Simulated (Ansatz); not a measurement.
Runs of Ansatz 0.2.0 on SiC (Moissanite). The structure is hexagonal, space group P6_3mc (No. 186). Conventional cell: a = 3.076 Å, b = 3.076 Å, c = 5.048 Å, α = 90.00°, β = 90.00°, γ = 120.00°. Around Si (site symmetry 3m) lie 4 C at 1.87 to 1.94 Å. C (site symmetry 3m) is surrounded by 4 Si at 1.87 to 1.94 Å. 

```csv
task,level,cell,cutoff (eV),points for each segment of the path,gap on the mesh (eV),pressure (GPa),V0 of scaled cells (Å³/atom),B0 (GPa),largest force (eV/Å)
equation of state,RPBE+D4,as given,420,-,-,-,(b),222,-
band structure,r2SCAN,as given,500,14,2.85,0.2,-,-,0.77
equation of state,LDA,as given,420,-,-,-,(c),230,-
band structure,rPW86-PBE,as given,420,14,(a),7.3,-,-,0.76
relaxation of cell and atoms,PBEsol,relaxed,420,-,2.28,0.0,-,-,-
```

Alike in all rows: potentials or basis Ansatz PAW; no spin polarisation; k mesh 10 × 10 × 5; smearing fermi-dirac 0.05 eV.

Question: Estimate the missing entries.

Answer: (a) 2.77; (b) 10.20; (c) 10.16.

Caveats: the PAW data sets come from PBE, with cores solved anew for the run's functional, which leaves a small shift of forces and pressure (some runs); the cell was scaled at fixed shape and fractional positions, which overstates the stiffness of a crystal with free parameters, most of all of layers and chains (some runs); the k mesh misses the band edges, so the gap on the mesh is wider than the one along the path (some runs); the potentials were made for another functional, which shifts forces and pressure (some runs); odd divisions of the mesh miss points on the zone boundary, where band edges often lie, so the gap on the mesh can be too wide (some runs); the plane-wave basis is chosen anew once the cell has moved, so the energies of steps on either side of that aren't comparable (some runs).

Runs at the PBE level aren't shown here.
